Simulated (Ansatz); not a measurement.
Input of an Ansatz 0.2.0 run:

input.yaml

```yaml
crystal:
  lattice:
    - [0.0, 2.82891, 2.82891]
    - [2.82891, 0.0, 2.82891]
    - [2.82891, 2.82891, 0.0]
  atoms:
    - { symbol: Ge, position: [0.75, 0.75, 0.75] }
    - { symbol: Ge, position: [0.5, 0.5, 0.5] }
hamiltonian:
  xc: { exchange: pbe, correlation: pbe, exx: { coeff: 0.25, omega: 0.3 } }
  pseudopotentials: { kind: paw }
kpoints:
  mp_grid: { grid: [4, 4, 4] }
  band_path:
    path:
      - [[0.0, 0.0, 0.0], [0.5, 0.0, 0.5], [0.5, 0.25, 0.75], [0.375, 0.375, 0.75], [0.0, 0.0, 0.0], [0.5, 0.5, 0.5], [0.625, 0.25, 0.625], [0.5, 0.25, 0.75], [0.5, 0.5, 0.5], [0.375, 0.375, 0.75]]
      - [[0.625, 0.25, 0.625], [0.5, 0.0, 0.5]]
    npoints: 4
scf:
  occupations: { method: fermi_dirac, width: 0.05 }
  n_extra_bands: 6
output:
  forces: true
  stress: true
  eigenvalues: true
  fatbands: false
  write_density: true
  write_potential: true
  elf: true
  volumetric_format: npy
```

Potentials or basis: Ansatz PAW.

The run is started by

```console
$ ansatz run input.yaml --threads 2 --pin off --max-ram 5632MiB --backend cpu --events-out ev --progress --plain --runs-dir out
```

(1) Estimate the pressure.

(2) Predict the band gap on the k mesh.

(3) Estimate the band gap along the path.

## Answers

(1) 1.5 GPa.

(2) 0.71 eV, indirect (least direct gap 0.78 eV).

(3) 0.71 eV, indirect (least direct gap 0.78 eV).

Caveat: the k mesh is coarse (spacing up to 0.48 Å⁻¹), so the values aren't converged, least of all with exact exchange; the PAW data sets come from PBE, with cores solved anew for the run's functional, which leaves a small shift of forces and pressure; the thresholds are loose for stress.
